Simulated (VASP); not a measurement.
A run of VASP 6.6.1 is set up as follows.

File INCAR:

```
PREC = Accurate
ENCUT = 520
EDIFF = 1E-7
ISMEAR = 0
SIGMA = 0.02
LREAL = F
LASPH = T
NELM = 80
ALGO = Normal
ISIF = 3
LWAVE = F
LCHARG = F
GGA = PS
IBRION = 2
NSW = 80
EDIFFG = -0.15
PSTRESS = 145.0
```

The input KPOINTS:

```
regular mesh
0
Gamma
  14 14 14
```

POSCAR

```
AlN
1.0
    0.0000000000      2.0345180000      2.0345180000
    2.0345180000      0.0000000000      2.0345180000
    2.0345180000      2.0345180000      0.0000000000
Al N
1 1
Direct
    0.5000000000      0.5000000000      0.5000000000
    0.0000000000      0.0000000000      0.0000000000
```

Potentials or basis: VASP PAW PBE potentials, release 64 (Al, N).

Launch:

```bash
$ cat potpaw_PBE.64/Al/POTCAR potpaw_PBE.64/N/POTCAR > POTCAR
$ mpirun -np 1 vasp_std > vasp.out
```

(1) Predict the space group after relaxing (to 0.05 Å).

(2) Predict the band gap on the k mesh.

(3) What does it give for the relaxed cell?

## Answers

(1) Fm-3m (No. 225).

(2) 5.02 eV, indirect (least direct gap 6.37 eV).

(3) a = 2.814 Å, b = 2.814 Å, c = 2.814 Å, α = 60.00°, β = 60.00°, γ = 60.00°.

Caveat: the cell is relaxed towards a set pressure, so the enthalpy falls and the energy may rise.
